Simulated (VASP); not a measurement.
Level of theory: LDA (Ceperley-Alder, Perdew-Zunger), VASP's LDA PAW potentials (set 64) (plane waves; VASP 6.6.1).

Input for VASP

**INCAR**
```
SYSTEM = Sb2Te3
PREC = Accurate
ENCUT = 480
EDIFF = 1E-6
NELM = 100
ALGO = Normal
LREAL = Auto
LASPH = .TRUE.
ISMEAR = 0
SIGMA = 0.05
LMAXMIX = 4
LWAVE = .FALSE.
LCHARG = .FALSE.
IBRION = 2
ISIF = 3
NSW = 60
EDIFFG = -0.02
```

File POSCAR:
```
Sb2Te3
1
    4.2610176272    -0.0000000000     0.0000000000
   -2.1305088136     3.6901492910     0.0000000000
    0.0000000000    -0.0000000000    29.5819214565
Sb Te
6 9
Direct
  0.3333330000   0.6666670000   0.0654828075
  0.3333330000   0.6666670000   0.2678511925
  1.0000000000   1.0000000000   0.3988158075
  0.0000000000   0.0000000000   0.6011841925
  0.6666670000   0.3333330000   0.7321488075
  0.6666670000   0.3333330000   0.9345171925
  0.0000000000   0.0000000000   0.0000000000
  0.0000000000   0.0000000000   0.2107714751
  0.6666670000   0.3333330000   0.1225615249
  0.6666670000   0.3333330000   0.3333330000
  0.6666670000   0.3333330000   0.5441044751
  0.3333330000   0.6666670000   0.4558955249
  0.3333330000   0.6666670000   0.6666670000
  0.3333330000   0.6666670000   0.8774384751
  1.0000000000   1.0000000000   0.7892285249
```

File KPOINTS:
```
Automatic mesh
0
Gamma
6 6 1
0 0 0
```

POTCAR, in this order: Sb Te (LDA.64 set). Program: vasp_std.

The run wrote:

OUTCAR:
```
 ion  position               nearest neighbor table
   1  0.333  0.667  0.065-   9 2.98   9 2.98   9 2.98   7 3.13   7 3.13   7 3.13
   2  0.333  0.667  0.268-   8 2.98   8 2.98   8 2.98  10 3.13  10 3.13  10 3.13
   3  0.000  0.000  0.399-  12 2.98  12 2.98  12 2.98  10 3.13  10 3.13  10 3.13
   4  0.000  0.000  0.601-  11 2.98  11 2.98  11 2.98  13 3.13  13 3.13  13 3.13
   5  0.667  0.333  0.732-  15 2.98  15 2.98  15 2.98  13 3.13  13 3.13  13 3.13
   6  0.667  0.333  0.935-  14 2.98  14 2.98  14 2.98   7 3.13   7 3.13   7 3.13
   7  0.000  0.000  0.000-   1 3.13   6 3.13   1 3.13   6 3.13   6 3.13   1 3.13
   8  0.000  0.000  0.211-   2 2.98   2 2.98   2 2.98   9 3.59   9 3.59   9 3.59
   9  0.667  0.333  0.123-   1 2.98   1 2.98   1 2.98   8 3.59   8 3.59   8 3.59
  10  0.667  0.333  0.333-   2 3.13   2 3.13   2 3.13   3 3.13   3 3.13   3 3.13
  11  0.667  0.333  0.544-   4 2.98   4 2.98   4 2.98  12 3.59  12 3.59  12 3.59
  12  0.333  0.667  0.456-   3 2.98   3 2.98   3 2.98  11 3.59  11 3.59  11 3.59
  13  0.333  0.667  0.667-   5 3.13   5 3.13   5 3.13   4 3.13   4 3.13   4 3.13
  14  0.333  0.667  0.877-   6 2.98   6 2.98   6 2.98  15 3.59  15 3.59  15 3.59
  15  0.000  0.000  0.789-   5 2.98   5 2.98   5 2.98  14 3.59  14 3.59  14 3.59
  LATTYP: Found a hexagonal cell.
 ALAT       =     4.2610176272
 C/A-ratio  =     6.9424546070
 Subroutine PRICEL returns following result:
  LATTYP: Found a trigonal (rhomboedric) cell.
 ALAT       =    10.1628801064
 COS(alpha) =     0.9121052248
 Subroutine GETGRP returns: Found 12 space group operations
The static configuration has the point symmetry D_3d.
The dynamic configuration has the point symmetry D_3d.
 Subroutine INISYM returns: Found 12 space group operations
 Subroutine IBZKPT returns following result:
 Found      7 irreducible k-points:

 Following reciprocal coordinates:
            Coordinates               Weight
  0.000000  0.000000  0.000000      1.000000
  0.166667  0.000000  0.000000      6.000000
  0.333333 -0.000000  0.000000      6.000000
  0.500000  0.000000  0.000000      3.000000
  0.166667  0.166667  0.000000      6.000000
  0.333333  0.166667  0.000000     12.000000
  0.333333  0.333333  0.000000      2.000000
   k-points           NKPTS =      7   k-points in BZ     NKDIM =      7   number of bands    NBANDS=     50
...
```

**OSZICAR**
```
       N       E                     dE             d eps       ncg     rms          rms(c)
DAV:   1     0.460948193239E+03    0.46095E+03   -0.28001E+04   700   0.127E+03
DAV:   2    -0.113537144468E+02   -0.47230E+03   -0.45858E+03   832   0.202E+02
DAV:   3    -0.633787400627E+02   -0.52025E+02   -0.51005E+02   862   0.697E+01
DAV:   4    -0.652865173177E+02   -0.19078E+01   -0.18900E+01   872   0.137E+01
DAV:   5    -0.653521722843E+02   -0.65655E-01   -0.65319E-01   964   0.273E+00    0.173E+01
DAV:   6    -0.649785756967E+02    0.37360E+00   -0.96462E-01   840   0.267E+00    0.121E+01
DAV:   7    -0.649783478302E+02    0.22787E-03   -0.79957E-01   898   0.250E+00    0.366E+00
DAV:   8    -0.649437689683E+02    0.34579E-01   -0.20299E-01   916   0.151E+00    0.116E+00
DAV:   9    -0.649430581655E+02    0.71080E-03   -0.22883E-02   830   0.426E-01    0.827E-01
DAV:  10    -0.649429132967E+02    0.14487E-03   -0.17024E-03   870   0.154E-01    0.210E-01
DAV:  11    -0.649424284609E+02    0.48484E-03   -0.24928E-03   970   0.142E-01    0.107E-01
DAV:  12    -0.649424585899E+02   -0.30129E-04   -0.38348E-04   840   0.607E-02    0.623E-02
DAV:  13    -0.649424603012E+02   -0.17113E-05   -0.40592E-05   896   0.184E-02    0.402E-02
DAV:  14    -0.649424601487E+02    0.15244E-06   -0.85727E-06   860   0.101E-02
   1 F= -.64942460E+02 E0= -.64942385E+02  d E =-.649425E+02
       N       E                     dE             d eps       ncg     rms          rms(c)
DAV:   1    -0.649473427313E+02   -0.48824E-02   -0.11775E-01   712   0.109E+00    0.286E-01
DAV:   2    -0.649465828226E+02    0.75991E-03   -0.79713E-03   874   0.276E-01    0.136E-01
DAV:   3    -0.649462409108E+02    0.34191E-03   -0.60504E-04   846   0.757E-02    0.605E-02
DAV:   4    -0.649460735881E+02    0.16732E-03   -0.15374E-04   784   0.353E-02    0.498E-02
DAV:   5    -0.649460328877E+02    0.40700E-04   -0.63500E-05   826   0.224E-02    0.486E-02
DAV:   6    -0.649460310412E+02    0.18465E-05   -0.47763E-06   740   0.736E-03    0.337E-02
DAV:   7    -0.649460305003E+02    0.54086E-06   -0.17303E-06   452   0.407E-03
   2 F= -.64946031E+02 E0= -.64945950E+02  d E =-.357035E-02
       N       E                     dE             d eps       ncg     rms          rms(c)
DAV:   1    -0.649503069114E+02   -0.42759E-02   -0.46166E-01   700   0.217E+00    0.588E-01
DAV:   2    -0.649473318449E+02    0.29751E-02   -0.31351E-02   864   0.548E-01    0.256E-01
DAV:   3    -0.649459588330E+02    0.13730E-02   -0.24574E-03   848   0.152E-01    0.127E-01
DAV:   4    -0.649453390755E+02    0.61976E-03   -0.57047E-04   796   0.686E-02    0.110E-01
DAV:   5    -0.649451820007E+02    0.15707E-03   -0.23876E-04   812   0.437E-02    0.982E-02
DAV:   6    -0.649451750450E+02    0.69557E-05   -0.19918E-05   942   0.145E-02    0.709E-02
DAV:   7    -0.649451733190E+02    0.17260E-05   -0.37607E-06   674   0.566E-03    0.345E-02
DAV:   8    -0.649451729908E+02    0.32823E-06   -0.60729E-07   418   0.280E-03
   3 F= -.64945173E+02 E0= -.64945043E+02  d E =-.271284E-02
       N       E                     dE             d eps       ncg     rms          rms(c)
DAV:   1    -0.649488429454E+02   -0.36696E-02   -0.15652E-01   700   0.126E+00    0.340E-01
DAV:   2    -0.649478274670E+02    0.10155E-02   -0.10693E-02   860   0.320E-01    0.155E-01
DAV:   3    -0.649473634011E+02    0.46407E-03   -0.82716E-04   834   0.887E-02    0.748E-02
DAV:   4    -0.649471428313E+02    0.22057E-03   -0.20148E-04   784   0.406E-02    0.635E-02
DAV:   5    -0.649470881212E+02    0.54710E-04   -0.84605E-05   792   0.259E-02    0.592E-02
DAV:   6    -0.649470858094E+02    0.23118E-05   -0.65788E-06   844   0.845E-03    0.434E-02
DAV:   7    -0.649470849864E+02    0.82302E-06   -0.19474E-06   444   0.413E-03
   4 F= -.64947085E+02 E0= -.64946993E+02  d E =-.462484E-02
       N       E                     dE             d eps       ncg     rms          rms(c)
DAV:   1    -0.649477649311E+02   -0.67912E-03   -0.36620E-02   700   0.613E-01    0.236E-01
DAV:   2    -0.649476234641E+02    0.14147E-03   -0.28548E-03   810   0.160E-01    0.111E-01
DAV:   3    -0.649475111165E+02    0.11235E-03   -0.14729E-04   864   0.392E-02    0.579E-02
DAV:   4    -0.649474314372E+02    0.79679E-04   -0.89361E-05   744   0.262E-02    0.135E-02
DAV:   5    -0.649474235945E+02    0.78427E-05   -0.11389E-05   830   0.963E-03    0.234E-02
DAV:   6    -0.649474217255E+02    0.18690E-05   -0.12177E-06   388   0.402E-03    0.757E-03
DAV:   7    -0.649474214886E+02    0.23691E-06   -0.92574E-07   370   0.336E-03
   5 F= -.64947421E+02 E0= -.64947324E+02  d E =-.336502E-03
       N       E                     dE             d eps       ncg     rms          rms(c)
DAV:   1    -0.649475105579E+02   -0.88832E-04   -0.28793E-03   700   0.172E-01    0.626E-02
DAV:   2    -0.649474991847E+02    0.11373E-04   -0.22588E-04   810   0.450E-02    0.346E-02
DAV:   3    -0.649474907593E+02    0.84254E-05   -0.11160E-05   856   0.109E-02    0.191E-02
DAV:   4    -0.649474840007E+02    0.67586E-05   -0.75289E-06   744   0.759E-03    0.351E-03
DAV:   5    -0.649474833350E+02    0.66573E-06   -0.82266E-07   358   0.282E-03
   6 F= -.64947483E+02 E0= -.64947387E+02  d E =-.398349E-03
       N       E                     dE             d eps       ncg     rms          rms(c)
DAV:   1    -0.649478321942E+02   -0.34819E-03   -0.21741E-02   700   0.477E-01    0.643E-02
DAV:   2    -0.649479424761E+02   -0.11028E-03   -0.16828E-03   842   0.118E-01    0.370E-02
DAV:   3    -0.649479308301E+02    0.11646E-04   -0.72138E-05   836   0.322E-02    0.434E-02
DAV:   4    -0.649479301650E+02    0.66503E-06   -0.64040E-06   766   0.911E-03
   7 F= -.64947930E+02 E0= -.64947836E+02  d E =-.446830E-03
       N       E                     dE             d eps       ncg     rms          rms(c)
DAV:   1    -0.649483255035E+02   -0.39467E-03   -0.19412E-01   700   0.143E+00    0.188E-01
DAV:   2    -0.649492868231E+02   -0.96132E-03   -0.14868E-02   842   0.353E-01    0.114E-01
DAV:   3    -0.649491850075E+02    0.10182E-03   -0.63232E-04   840   0.951E-02    0.131E-01
DAV:   4    -0.649491779098E+02    0.70977E-05   -0.56370E-05   802   0.268E-02    0.101E-01
DAV:   5    -0.649491251067E+02    0.52803E-04   -0.10065E-04   728   0.294E-02    0.425E-02
DAV:   6    -0.649491244663E+02    0.64042E-06   -0.21442E-05   880   0.130E-02    0.176E-02
DAV:   7    -0.649491244160E+02    0.50353E-07   -0.19196E-06   390   0.473E-03
   8 F= -.64949124E+02 E0= -.64949030E+02  d E =-.164108E-02
```

OUTCAR:
```
------------------------ aborting loop because EDIFF is reached ----------------------------------------
  FORCE on cell =-STRESS in cart. coord.  units (eV):
  Direction    XX          YY          ZZ          XY          YZ          ZX
  --------------------------------------------------------------------------------------
  Total        0.0701127      0.0701126     -0.0489917      0.0000000     -0.0000000      0.0000000
  in kB        0.2428528      0.2428528     -0.1696949      0.0000000     -0.0000000      0.0000000
  external PRESSURE =       0.1053369 kB  Pullay stress =       0.0000000 kB
  volume of cell :      462.56
      direct lattice vectors                 reciprocal lattice vectors
     4.251174708 -0.000000000  0.000000000     0.235229100  0.135809592 -0.000000000
    -2.125587354  3.681625074 -0.000000000     0.000000000  0.271619184 -0.000000000
     0.000000000  0.000000000 29.553936446    -0.000000000  0.000000000  0.033836440
 POSITION                                       TOTAL-FORCE (eV/Angst)
 -----------------------------------------------------------------------------------
     -0.00000      2.45442      1.93664        -0.000000     -0.000000      0.011521
     -0.00000      2.45442      7.91470         0.000000      0.000000     -0.011521
     -2.12559      3.68163     11.78794        -0.000000      0.000000      0.011521
      0.00000      0.00000     17.76600         0.000000     -0.000000     -0.011521
      2.12559      1.22721     21.63924        -0.000000      0.000000      0.011521
      2.12559      1.22721     27.61730         0.000000     -0.000000     -0.011521
     -0.00000      0.00000     -0.00000         0.000000     -0.000000     -0.000000
     -0.00000      0.00000      6.20923        -0.000000     -0.000000     -0.007761
      2.12559      1.22721      3.64207         0.000000      0.000000      0.007761
      2.12559      1.22721      9.85130        -0.000000     -0.000000     -0.000000
      2.12559      1.22721     16.06053        -0.000000     -0.000000     -0.007761
     -0.00000      2.45442     13.49340         0.000000      0.000000      0.007761
     -0.00000      2.45442     19.70263        -0.000000      0.000000     -0.000000
     -0.00000      2.45442     25.91186        -0.000000      0.000000     -0.007761
     -2.12559      3.68163     23.34471         0.000000      0.000000      0.007761
 -----------------------------------------------------------------------------------
    total drift:                                0.000000      0.000000      0.000000
  FREE ENERGIE OF THE ION-ELECTRON SYSTEM (eV)
  ---------------------------------------------------
  free  energy   TOTEN  =       -64.9491244160 eV

  energy  without entropy=      -64.9489354473  energy(sigma->0) =      -64.94902993

 reached required accuracy - stopping structural energy minimisation
```
(Selected blocks of OUTCAR.)

File CONTCAR:
```
Sb2Te3
   1.00000000000000
     4.2511747075719537   -0.0000000000000000    0.0000000000000000
    -2.1255873537859769    3.6816250740831666   -0.0000000000000000
     0.0000000000000000    0.0000000000000000   29.5539364462511287
  Sb              Te
     6     9
Direct
     0.3333330000000032    0.6666669999999968    0.0655288900874971
     0.3333330000000032    0.6666669999999968    0.2678051099124965
     0.0000000000000000    1.0000000000000000    0.3988618900875003
     0.0000000000000000    0.0000000000000000    0.6011381099124997
     0.6666669999999968    0.3333330000000032    0.7321948900875035
     0.6666669999999968    0.3333330000000032    0.9344711099125029
     0.0000000000000000    0.0000000000000000    0.0000000000000000
     0.0000000000000000    0.0000000000000000    0.2100982269152841
     0.6666669999999968    0.3333330000000032    0.1232347730847191
     0.6666669999999968    0.3333330000000032    0.3333330000000032
     0.6666669999999968    0.3333330000000032    0.5434312269152801
     0.3333330000000032    0.6666669999999968    0.4565687730847198
     0.3333330000000032    0.6666669999999968    0.6666669999999968
     0.3333330000000032    0.6666669999999968    0.8767652269152808
     0.0000000000000000    1.0000000000000000    0.7899017730847160
```

The compound is Sb2Te3 in the tetradymite structure. This run relaxes it. Symmetry was kept, so distortions that lower it aren't found. The start is the result of an earlier pass.
